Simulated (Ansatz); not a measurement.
# Br (diamond type): how the settings move a single-point run

Question: which choices in the input matter for Br (diamond type)?

Computed with Ansatz 0.2.0 (reference: DFT, PBEsol, PAW with Ansatz's default frozen-core files, scalar-relativistic, unless a step's input says otherwise).

1 further run of the same task is left out (it didn't finish). Runs told in other sessions of the task aren't counted.

## (1) Starting point

Symmetry: Fd-3m, No. 227, cubic system. Conventional cell: a = 5.780 Å, b = 5.780 Å, c = 5.780 Å, α = 90.00°, β = 90.00°, γ = 90.00°. Br (site symmetry -43m) is surrounded by 4 Br at 2.50 Å.

Structure file:

```cif
data_structure
_symmetry_space_group_name_H-M 'P 1'
_symmetry_Int_Tables_number 1
_cell_length_a 4.0870
_cell_length_b 4.0870
_cell_length_c 4.0870
_cell_angle_alpha 60.000
_cell_angle_beta 60.000
_cell_angle_gamma 60.000
_cell_volume 48.27
loop_
_atom_site_label
_atom_site_type_symbol
_atom_site_fract_x
_atom_site_fract_y
_atom_site_fract_z
_atom_site_occupancy
Br1 Br 0.87500 0.87500 0.87500 1
Br2 Br 0.12500 0.12500 0.12500 1
```

## (2) The reference run

File input.yaml:

```yaml
crystal:
  lattice:
    - [0.0, 2.8899609983, 2.8899609983]
    - [2.8899609983, 0.0, 2.8899609983]
    - [2.8899609983, 2.8899609983, 0.0]
  atoms:
    - { symbol: Br, position: [-0.125, -0.125, -0.125] }
    - { symbol: Br, position: [0.125, 0.125, 0.125] }
kpoints:
  mp_grid: { grid: [11, 11, 11] }
  band_path:
    path:
      - [0.0, 0.0, 0.0]
      - [0.5, 0.0, 0.5]
      - [0.625, 0.25, 0.625]
      - [0.375, 0.375, 0.75]
      - [0.0, 0.0, 0.0]
      - [0.5, 0.5, 0.5]
      - [0.5, 0.25, 0.75]
      - [0.5, 0.0, 0.5]
    npoints: 8
scf:
  occupations: { method: fermi_dirac, width: 0.1 }
hamiltonian:
  xc: pbesol
  pseudopotentials: { kind: paw }
output:
  forces: true
  stress: true
  eigenvalues: true
  populations: true
  dos: { projected: true, de: 0.2, e_range: [-14, 8] }
```

Launch:

```sh
ansatz run input.yaml --threads 1 --pin off --max-ram 2048MiB --backend cpu --events-out ev --progress --plain --runs-dir out
```

## (3) Changed: occupations.method tetrahedron, xc revpbe, width left out

Changes to input.yaml since step 2:

```diff
@@ -22,5 +22,5 @@
 scf:
-  occupations: { method: fermi_dirac, width: 0.1 }
+  occupations: { method: tetrahedron }
 hamiltonian:
-  xc: pbesol
+  xc: revpbe
   pseudopotentials: { kind: paw }
@@ -31,2 +31 @@
   populations: true
-  dos: { projected: true, de: 0.2, e_range: [-14, 8] }
```

**Question.** What will these runs give? Wanted: for each run, ending; energy change; pressure; gap; force.

As calculated:

```csv
run,ending,energy change,pressure (GPa),gap (eV),force (eV/Å),cycles,time
reference,converged,-,29.7,0.00,0.00,6,2.6 s
"1: occupations.method tetrahedron, xc revpbe, width left out",converged,not comparable,34.9,0.00,0.00,6,2 s
```

Times don't compare one to one where runs were asked for different outputs or read a saved state (see the inputs); cycles may leave out searches for a lower state.

Residual by cycle in the longest SCF loop of each run; runs are numbered as in the table. The quantity is the density residual dr2, in eV.

```csv
cycle,reference,run 1
1,0.00583,0.00444
2,0.00177,0.00194
3,8.0e-6,2.3e-4
4,4.5e-7,1.2e-5
5,5.3e-8,1.4e-7
6,5.0e-9,8.6e-9
```

**Reading.** Total energies don't compare across a change of functional; the pressure goes from 29.7 to 34.9 GPa. The smearing changed too. The structure is not at rest: the sound run finds 30 GPa, so these are no properties of the relaxed crystal. 
